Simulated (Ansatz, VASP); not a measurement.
**Mg: VASP beside Ansatz**

File INCAR:

```
PREC = Accurate
ENCUT = 520
EDIFF = 1E-7
ISMEAR = 0
SIGMA = 0.15
LREAL = False
LASPH = True
NELM = 60
ALGO = Normal
ISIF = 2
LWAVE = False
LCHARG = False
GGA = PE
NBANDS = 7
```

The input KPOINTS:

```
regular mesh
0
Gamma
  20 20 20
```

File POSCAR:

```
Mg
1.0
   -1.8968437051      1.8968437051      1.4687260809
    1.8968437051     -1.8968437051      1.4687260809
    1.8968437051      1.8968437051     -1.4687260809
Mg
1
Direct
    0.0000000000      0.0000000000      0.0000000000
```

Input for Ansatz:

```yaml
crystal:
  lattice:
    - [-1.8968437051, 1.8968437051, 1.4687260809]
    - [1.8968437051, -1.8968437051, 1.4687260809]
    - [1.8968437051, 1.8968437051, -1.4687260809]
  atoms:
    - { symbol: Mg, position: [0.0, 0.0, 0.0] }
basis:
  ecutwfc: 520.0
kpoints:
  mp_grid: { grid: [20, 20, 20] }
hamiltonian:
  xc: pbe
  pseudopotentials: { kind: paw }
scf:
  occupations: { method: gaussian, width: 0.15 }
output:
  forces: true
  stress: true
  eigenvalues: true
```

Alike in both runs: task single point; functional PBE; k mesh 20 × 20 × 20; occupations gaussian, width 0.15 eV; no spin polarisation.

|  | VASP | Ansatz |
| --- | --- | --- |
| version | VASP 6.6.1 | Ansatz 0.2.0 |
| potentials or method | VASP PAW PBE potentials, release 64 (Mg) | scalar-relativistic, plane waves, PAW |
| plane-wave cutoff (eV) | 520 | 520 |
| valence electrons in the cell | 2 | 10 |

```csv
,VASP,Ansatz,Ansatz less VASP
gap on the k mesh at the Fermi level (eV),none,none,-
pressure (GPa),4.8,4.9,+0.10
largest component of the traceless stress (GPa),5.25,5.23,-0.020
```

A gap of «none» marks a metal or a gap that the smearing closes. The functional is the same, so the differences come from potentials, cutoffs and numerics. The two sets of potentials don't hold the same shells in valence.
